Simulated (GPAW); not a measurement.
Set up this calculation in GPAW 26.7.0, as an ASE script.

- Task: relaxation of cell and atoms
- Functional: PBEsol
- Dispersion: D3
- Potentials or basis: PAW data sets generated in the run's folder for this functional
- Cutoff: 800 eV
- Basis: pw
- k mesh: 8 × 8 × 4
- Occupations: fermi-dirac, width 0.05 eV
- Spin: no spin polarisation
- Maxiter: 150
- Optimizer: BFGS
- Fmax: 0.02 eV/Å
- Max steps: 60
- Convergence: density=1e-05 forces=0.0001

Ti2O:

```
Ti O
1.0
     2.91940    0.00000    0.00000
    -1.45970    2.52827    0.00000
     0.00000    0.00000    4.71300
Ti O
2 1
Direct
  0.33333 0.66667 0.72126
  0.66667 0.33333 0.27874
  0.00000 0.00000 0.00000
```

These files were run (other wordings do the same):

run.py

```python
from ase import Atoms
from ase.calculators.mixing import SumCalculator
from ase.filters import FrechetCellFilter
from ase.io import write
from ase.optimize import BFGS
from dftd3.ase import DFTD3
from gpaw import GPAW, PW, setup_paths

setup_paths.insert(0, '.')

atoms = Atoms(['Ti', 'Ti', 'O'],
              cell=[[2.9194, 0.0, 0.0],
                    [-1.4597, 2.5282745638, 0.0],
                    [0.0, 0.0, 4.713]],
              scaled_positions=[[0.3333333333, 0.6666666667, 0.72126],
                                [0.6666666667, 0.3333333333, 0.27874],
                                [0.0, 0.0, 0.0]],
              pbc=True)

calc = GPAW(mode=PW(800),
            xc='PBEsol',
            kpts={'size': (8, 8, 4), 'gamma': True},
            occupations={'name': 'fermi-dirac', 'width': 0.05},
            nbands=29,
            convergence={'density': 1e-05, 'forces': 0.0001},
            maxiter=150,
            txt='gpaw.txt')
atoms.calc = SumCalculator([calc, DFTD3(method='pbesol', damping='d3zero')])
opt = BFGS(FrechetCellFilter(atoms), trajectory='relax.traj', logfile='-')
done = opt.run(fmax=0.02, steps=60)
calc.write('gs.gpw')
write('result.traj', atoms)
print('Converged:', done)
print('Cell:', atoms.cell.cellpar().round(4))
print('Volume:', round(atoms.get_volume(), 4))
print(atoms.get_scaled_positions().round(5))
```

Potentials or basis: PAW data sets generated in the run's folder for this functional, pw.

Run with:

```console
$ gpaw-setup -f PBEsol O Ti
$ OMP_NUM_THREADS=1 python run.py
```

It gave:

* Relaxed volume: 11.68 Å³/atom
* Relaxed cell: a = 2.936 Å, b = 2.936 Å, c = 4.695 Å, α = 90.00°, β = 90.00°, γ = 120.00°
* Space group after relaxing (to 0.05 Å): P-3m1 (No. 164)
* Energy gained by relaxing: 28.2 meV/atom
* Ionic steps: 9
* Pressure after relaxing: -0.2 GPa
* Largest force after relaxing: 0.015 eV/Å
* Band gap on the k mesh: none (metal or under the smearing width)
* Dispersion energy per atom: -0.288 eV

Caveat: later steps reuse the first step's grids; semilocal functionals often make such compounds metallic where correlation or magnetic order opens a gap, which also shifts bond lengths; pairwise dispersion overbinds metals, which lowers pressure and volume.

Wall time 3.8 min on 1 thread of Arm Neoverse V1 (shared host), peak memory 0.38 GiB.
